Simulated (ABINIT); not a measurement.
The system is Ti.

```
CELL_PARAMETERS angstrom
2.95000 0.00000 0.00000
-1.47500 2.55477 0.00000
0.00000 0.00000 4.68000
ATOMIC_POSITIONS crystal
Ti 0.66667 0.33333 0.75000
Ti 0.33333 0.66667 0.25000
```

Base run:

```yaml
Program: ABINIT 10.8.3 (patched build)
Functional: AM05
Potentials_or_basis: JTH PAW PBE v2.0
Cutoff: 408 eV
k_mesh: 10 × 10 × 6
Occupations: fermi-dirac, width 0.05 eV
Spin: no spin polarisation
```

Its results: band gap on the k mesh none (metal or under the smearing width); pressure -5.2 GPa.

Problem. After a change of settings the same cell gave: band gap on the k mesh none (metal or under the smearing width); pressure 1.1 GPa. Which change was it?
A. functional from AM05 to PBEsol
B. functional from AM05 to PBEsol; k mesh from 10 × 10 × 6 to 6 × 6 × 4
C. functional from AM05 to PBE
D. functional from AM05 to rPW86PBE

Solution. D.

Caveats: the PAW data sets were made with another functional, which shifts forces and pressure a little.
